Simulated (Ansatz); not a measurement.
**Two inputs for Ga₂O₃**

This input was run with Ansatz:

```yaml
crystal:
  lattice:
    - [6.107, -1.51855, 0.0]
    - [6.107, 1.51855, 0.0]
    - [-1.3859888959, 0.0, 5.630008738]
  atoms:
    - { symbol: Ga, position: [0.0905, 0.0905, 0.7946] }
    - { symbol: Ga, position: [0.9095, 0.9095, 0.2054] }
    - { symbol: Ga, position: [0.65866, 0.65866, 0.31402] }
    - { symbol: Ga, position: [0.34134, 0.34134, 0.68598] }
    - { symbol: O, position: [0.1645, 0.1645, 0.1098] }
    - { symbol: O, position: [0.8355, 0.8355, 0.8902] }
    - { symbol: O, position: [0.1733, 0.1733, 0.5632] }
    - { symbol: O, position: [0.8267, 0.8267, 0.4368] }
    - { symbol: O, position: [0.4959, 0.4959, 0.2566] }
    - { symbol: O, position: [0.5041, 0.5041, 0.7434] }
kpoints:
  mp_grid: { grid: [5, 5, 3] }
scf:
  occupations: { method: fermi_dirac, width: 0.02 }
hamiltonian:
  xc: r2scan
  pseudopotentials: { kind: paw }
output:
  forces: true
  stress: true
  populations: true
  efg:
    quadrupole_moments_barn: { Ga: 0.107, O: -0.02558 }
    contact_densities: true
```

It converged. Of its output the block on the nuclei alone is shown, without the SCF iterations, energies, forces and stress (one atom of each set):

```
--- PAW observables at the nuclei: V_zz in 10²¹ V/m², potentials from the cell's mean, atoms counted from 1 ---
  atom   1  Ga V_zz =    +3.809071   η = 0.7820   by run symmetry: allowed   C_q = +9.8550 MHz
            electrostatic potential = -4134.047253 V   contact ρ = 187217.249643 e/Å³
  atom   3  Ga V_zz =    +2.710184   η = 0.1371   by run symmetry: allowed   C_q = +7.0119 MHz
            electrostatic potential = -4133.998736 V   contact ρ = 187207.631902 e/Å³
  atom   5  O  V_zz =    -8.332610   η = 0.3943   by run symmetry: allowed   C_q = +5.1539 MHz
            electrostatic potential = -625.473053 V   contact ρ = 2151.154902 e/Å³
  atom   7  O  V_zz =    +3.896977   η = 0.0729   by run symmetry: allowed   C_q = -2.4104 MHz
            electrostatic potential = -625.094537 V   contact ρ = 2151.608568 e/Å³
  atom   9  O  V_zz =   -10.912854   η = 0.0378   by run symmetry: allowed   C_q = +6.7498 MHz
            electrostatic potential = -625.233452 V   contact ρ = 2150.556695 e/Å³
```

(1) Can these gradients be trusted, and how do they compare with a run on standard settings?

Answers

(1) They agree with the standard run. Against the standard input the change is `kpoints.mp_grid.grid`: [10, 10, 6] → [5, 5, 3]; `hamiltonian.xc`: pbe → r2scan. A site carries the number of its first atom; V_zz in 10²¹ V/m².

```json
{"site": "Ga1", "V_zz standard": "3.81", "η standard": "0.78", "V_zz here": "3.81", "η here": "0.78"}
{"site": "Ga3", "V_zz standard": "2.70", "η standard": "0.13", "V_zz here": "2.71", "η here": "0.14"}
{"site": "O5", "V_zz standard": "-8.52", "η standard": "0.41", "V_zz here": "-8.33", "η here": "0.39"}
{"site": "O7", "V_zz standard": "4.00", "η standard": "0.09", "V_zz here": "3.90", "η here": "0.07"}
{"site": "O9", "V_zz standard": "-11.05", "η standard": "0.04", "V_zz here": "-10.91", "η here": "0.04"}
```

The largest change of V_zz is on O5, from -8.52 to -8.33. In per cent, |V_zz| changes by 0 on Ga, -3 to -1 on O (all sites that start above 0.5). The cutoff that the program takes moves with it, from 420 to 500 eV. SCF iterations: 7 and 8. In the changed run the k-mesh is coarser than the standard one, yet the gradients stay close to the reference.

On the reference run: At this cell the PBE pressure is 10 GPa, so with PBE the cell would grow if it were relaxed.
